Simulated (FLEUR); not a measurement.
# GaN under changes of volume

One of the cells (11.444 Å³/atom); the others are scaled copies at fixed shape and fractional positions:

```
CELL_PARAMETERS angstrom
0.00000 2.25350 2.25350
2.25350 0.00000 2.25350
2.25350 2.25350 0.00000
ATOMIC_POSITIONS crystal
Ga 0.00000 0.00000 0.00000
N 0.25000 0.25000 0.25000
```

The cell is a database's computed one.

- Program: FLEUR MaX-R8.1 (later development tree)
- Functional: r2SCAN
- Potentials or basis: all-electron
- Basis: FLAPW
- Kmax: 5.21 1/bohr
- k mesh: 10 × 10 × 10
- Occupations: fermi-dirac, width 0.05 eV
- Spin: no spin polarisation

```csv
volume (Å³/atom),energy over the lowest point (meV/atom),gap on the mesh (eV)
10.757,?,?
10.986,8.60,2.43
11.444,0.00,2.16
11.902,13.40,1.90
12.131,26.96,1.77
```

Question: What does the run at 10.757 Å³/atom give?

Answer: Energy over the lowest point 22.64 meV/atom; gap on the mesh 2.56 eV.

Worked out: A Birch-Murnaghan fit of order 2 (a polynomial in V^(-2/3)) to the other rows has its minimum at 11.38 Å³/atom with B0 = V·E''(V) = 195 GPa. It gives 22.59 meV/atom at 10.757 Å³/atom, against the run's 22.64. A straight line through the other rows of the gap, of slope -6.65 eV per unit of ln V (its deformation potential), extrapolates to 2.57 eV, against the run's 2.56.

Energies are extrapolated to zero smearing.

Caveats: the meta-GGA is that of a development version, with a GGA for the radial functions and cores and without core tails.

Spin-orbit coupling on Ga is left out.
